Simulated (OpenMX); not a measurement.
## HfC: equation of state with LDA

Crystal: HfC.

```
CELL_PARAMETERS angstrom
0.00000 2.32500 2.32500
2.32500 0.00000 2.32500
2.32500 2.32500 0.00000
ATOMIC_POSITIONS crystal
Hf 0.50000 0.50000 0.50000
C 0.00000 0.00000 0.00000
```

```
Program             : OpenMX 3.8.5
Task                : equation of state
Functional          : LDA
Potentials or basis : OpenMX 2013 LDA set, Hf7.0-s3p2d2f1, C6.0-s2p2d1, fixed grid of 32 × 32 × 32 points
k mesh              : 11 × 11 × 11
Occupations         : fermi-dirac, width 0.05 eV
Spin                : no spin polarisation
```

```yaml
Equilibrium_volume: 12.00 Å³/atom
Bulk_modulus: 260 GPa
Pressure_derivative_of_the_bulk_modulus: "3.8 (rough: it moves with the points fitted)"
```

Energy against volume, from the lowest point:
```
volume (Å³/atom)  energy (meV/atom)
          11.814               2.07
          12.065               0.00
          12.317               6.45
          12.568              20.35
          12.819              40.98
          13.071              67.89
          13.322             100.43
```

Caveat: volumes in these bases differ from converged ones by about 1 %, for some elements by several; the basis of atomic orbitals isn't converged, which shifts pressures, moduli and gaps. LDA usually gives volumes a few per cent too small.
